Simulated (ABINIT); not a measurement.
Pd:

```xyz
2
Lattice="2.7837 0.0000 0.0000 -1.3918 2.4107 0.0000 0.0000 0.0000 4.6289" Properties=species:S:1:pos:R:3 pbc="T T T"
Pd    0.0000    1.6071    1.1572
Pd    1.3918    0.8036    3.4717
```

This isn't the form of Pd at room conditions, which is fcc.

Base run:

* Program: ABINIT 10.8.3 (patched build)
* Functional: SCAN
* Potentials or basis: JTH PAW PBE v2.0
* Cutoff: 707 eV
* k mesh: 11 × 11 × 6
* Occupations: fermi-dirac, width 0.05 eV
* Spin: no spin polarisation

Its results: band gap on the k mesh none (metal or under the smearing width); pressure -7.2 GPa.

**Question.** After a change of settings the same cell gave: band gap on the k mesh none (metal or under the smearing width); pressure -10.7 GPa. Which change was it?
A. functional from SCAN to PBEsol
B. functional from SCAN to RPBE
C. functional from SCAN to BLYP
D. functional from SCAN to r2SCAN

**Answer.** A.

Caveats: the PAW data sets were made with another functional, which shifts forces and pressure a little.

Runs at the PBE level aren't shown here.
